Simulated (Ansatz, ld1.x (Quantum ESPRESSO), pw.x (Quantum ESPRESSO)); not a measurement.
**niobium (Nb): does the TM potential hold in the solid?**

ld1.x (Quantum ESPRESSO) 7.5 input, shortened:

```
&input
   title='Nb', zed=41., rel=1, dft='PBE', iswitch=3,
   config='[Kr] 4d4 5s1 5p0'
 /
 &inputp
   pseudotype=2, tm=.true., lloc=0,
   nlcc=.true.
 /
3
5P  2  1   0.00   0.00  3.50  3.50  0.0
4D  3  2   4.00   0.00  2.20  2.20  0.0
5S  1  0   1.00   0.00  3.10  3.10  0.0
 &test
   configts(1)='4d4 5s1 5p0'
 /
```

Atomic tests: cutoffs needed: 35 Ry and 40 Ry (the cutoffs (Ry, on a coarse ladder) from which the occupation-weighted sum of valence levels, in a spherical-Bessel basis at the reference potential, stays within 10 and 1 mRy of its value at 400 Ry); ghost test: no extra level below or beside the all-electron valence levels (p, d, s, f tested) (spherical-Bessel basis up to 400 Ry, 20 bohr box); configuration tests: 1 of 7 tests not solved or not reliable.

Crystal test: bcc Nb in pw.x 7.5, no spin, 14³ k-points, Fermi–Dirac smearing 0.01 Ry, cutoffs 50/200 Ry. The reference is all-electron LAPW (Ansatz 0.2.0) with the same functional, mesh and smearing; V0 and B0 come from Birch–Murnaghan fits to the pressures at five volumes. Errors are pseudo minus all-electron; Δ is the rms difference of the E(V) curves that follow from these fits, minima aligned, over ±6 % about the mean V0. Mesh and smearing are coarse, so the numbers serve the comparison and aren't converged zero-temperature values; the lattice is a test structure that the element need not adopt.

| V (Å³/atom) | P all-electron (GPa) | P pseudo (GPa) |
| --- | --- | --- |
| 17.270 | 9.63 | 18.20 |
| 17.725 | 4.62 | 12.33 |
| 18.179 | 0.16 | 7.12 |
| 18.633 | -3.83 | 2.49 |
| 19.088 | -7.38 | -1.64 |

All-electron: a0 = 3.314 Å (V0 = 18.20 Å³/atom), B0 = 167.9 GPa.

Pseudopotential: mean pressure error (GPa): +7.06; a0 (Å): 3.356; a0 error (%): +1.28; B0 error (%): +1.0; Δ (meV/atom): 26.2. The largest radius (3.50 bohr) exceeds half the bond length (2.71 bohr), so the spheres overlap, which is one possible source of error among others. This is a poor potential for the solid. Atomic configuration tests: 1 of 7 tests not solved or not reliable.

**Question.** At the middle volume, how do free energy and pressure move when the wave cutoff is lowered (ecutrho kept at four times it)?

**Answer.**

| cutoff (Ry) | shift of F (meV/atom) | shift of P (GPa) |
| --- | --- | --- |
| 22 | +1317.3 | -43.44 |
| 30 | +95.7 | -5.92 |
| 40 | +1.6 | -0.11 |

Input at the middle volume:

```
&control
  calculation='scf', prefix='x', pseudo_dir='./', outdir='./tmp', tstress=.true., disk_io='none'
/
&system
  ibrav=0, nat=1, ntyp=1, ecutwfc=50, ecutrho=200, nbnd=9,
  occupations='smearing', smearing='fd', degauss=0.01
/
&electrons
  conv_thr=1e-09, mixing_beta=0.4, electron_maxstep=70
/
ATOMIC_SPECIES
Nb 1.0 Nb.UPF
CELL_PARAMETERS angstrom
  -1.65641822 1.65641822 1.65641822
  1.65641822 -1.65641822 1.65641822
  1.65641822 1.65641822 -1.65641822
ATOMIC_POSITIONS crystal
Nb 0.0000 0.0000 0.0000
K_POINTS automatic
14 14 14 0 0 0
```

```bash
pw.x < Nb.scf.in > Nb.scf.out
```

Lines of the output:

```
Message from routine setup:
     using ibrav=0 with symmetry is DISCOURAGED, use correct ibrav instead
     lattice parameter (alat)  =       5.4216  a.u.
     unit-cell volume          =     122.6780 (a.u.)^3
     number of electrons       =         5.00
     number of Kohn-Sham states=            9
     kinetic-energy cutoff     =      50.0000  Ry
     charge density cutoff     =     200.0000  Ry
     scf convergence threshold =      1.0E-09
     Exchange-correlation= PBE
     number of k points=   104  Fermi-Dirac smearing, width (Ry)=  0.0100
     iteration #  1     ecut=    50.00 Ry     beta= 0.40
     total energy              =     -17.43079479 Ry
     estimated scf accuracy    <       0.07761200 Ry
     iteration #  2     ecut=    50.00 Ry     beta= 0.40
     total energy              =     -17.42763860 Ry
     estimated scf accuracy    <       0.01295768 Ry
     iteration #  3     ecut=    50.00 Ry     beta= 0.40
     total energy              =     -17.43003869 Ry
     estimated scf accuracy    <       0.00016987 Ry
     iteration #  4     ecut=    50.00 Ry     beta= 0.40
     total energy              =     -17.43001658 Ry
     estimated scf accuracy    <       0.00016408 Ry
     iteration #  5     ecut=    50.00 Ry     beta= 0.40
     total energy              =     -17.43004481 Ry
     estimated scf accuracy    <       0.00000018 Ry
     iteration #  6     ecut=    50.00 Ry     beta= 0.40
     total energy              =     -17.43004502 Ry
     estimated scf accuracy    <       0.00000002 Ry
     iteration #  7     ecut=    50.00 Ry     beta= 0.40
     total energy              =     -17.43004502 Ry
     estimated scf accuracy    <          7.4E-09 Ry
     iteration #  8     ecut=    50.00 Ry     beta= 0.40
     total energy              =     -17.43004502 Ry
     estimated scf accuracy    <          1.4E-09 Ry
     iteration #  9     ecut=    50.00 Ry     beta= 0.40
     the Fermi energy is    11.0652 ev
!    total energy              =     -17.43004502 Ry
     estimated scf accuracy    <          2.9E-10 Ry
     smearing contrib. (-TS)   =      -0.00636440 Ry
     The total energy is F=E-TS. E is the sum of the following terms:
     one-electron contribution =       8.13567300 Ry
     hartree contribution      =       0.15006889 Ry
     xc contribution           =     -11.17656337 Ry
     ewald contribution        =     -14.53285914 Ry
     convergence has been achieved in   9 iterations
          total   stress  (Ry/bohr**3)                   (kbar)     P=       71.19
     Message from routine punch:
     Nothing written, as per user request (disk_io='none')
```

The run at the middle volume (104 k-points, 9 iterations) took about 9.8 s on one core of a shared host (AMD EPYC 7R43 64-Core Processor, 256 threads, 1004 GiB, load 140).
